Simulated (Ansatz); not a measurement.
H2O on a (001) slab of Ti (P6_3/mmc (No. 194)), 4 planes, outer planes Ti (top) and Ti (bottom), 1 a cell of 29.9 Å², relaxed and still whole (its atoms last):

```
Ti O H
1.0
     5.87692    0.00000    0.00000
    -2.93846    5.08956    0.00000
     0.00000    0.00000   26.18105
Ti O H
16 1 2
Direct
  0.33333 0.16667 0.30556
  0.33333 0.66667 0.30556
  0.83333 0.16667 0.30556
  0.83333 0.66667 0.30556
  0.16667 0.33333 0.39438
  0.16667 0.83333 0.39438
  0.66667 0.33333 0.39438
  0.66667 0.83333 0.39438
  0.33009 0.17012 0.48784
  0.32925 0.65809 0.48732
  0.84193 0.17116 0.48727
  0.83305 0.66709 0.48319
  0.16672 0.33326 0.58329
  0.15592 0.82382 0.56807
  0.67561 0.34366 0.56808
  0.67098 0.82968 0.56780
  0.15700 0.34738 0.66628
  0.96698 0.27531 0.67166
  0.23758 0.53890 0.67113
```

These are results of DFT PBE, scalar-relativistic, plane waves, PAW in Ansatz 0.2.0, not measurements. Settings: cutoff 420 eV, Γ-centred mesh 4×4×1 on the computed 19-atom cell, Gaussian smearing of 0.10 eV; no spin polarisation. The cell repeats along c with a dipole correction in the vacuum.

It binds with 0.65 eV a molecule against the clean slab and the free molecule (no zero-point or thermal terms); its shortest contact is O–Ti 2.18 Å. Take first-order desorption with no barrier to adsorption, no reaction on the face and an assumed prefactor of 10^13 s⁻¹.

Q: How long does a molecule stay at 573 K?

A: τ = ν⁻¹·exp(E/k_BT) with k_BT = 0.0494 eV: E/k_BT = 13.2, so τ ≈ 5×10^-8 s. At about one hit a site a second (10⁻⁶ mbar) the coverage is near τ × 1 s⁻¹, so a layer needs roughly 2×10^1 mbar.

Q: Where does its peak lie in a desorption experiment heated at 2 K/s?

A: The peak obeys E/(k_B·T_p²) = (ν/β)·exp(−E/k_BT_p). Solving gives T_p ≈ 241 K (E/k_BT_p = 31.3). An error of 0.1 eV in E moves it by about 37 K, and larger molecules have larger prefactors, which lowers it.

Q: Is this physisorption or chemisorption?

A: The tightest contact, O–Ti 2.18 Å, is 0.96 times the sum of covalent radii, and deformation and lateral interaction add up to +0.17 eV. This is chemisorption.

The molecule may also break up before it leaves, which wasn't tried.

This functional has no dispersion correction, so weak binding is underestimated.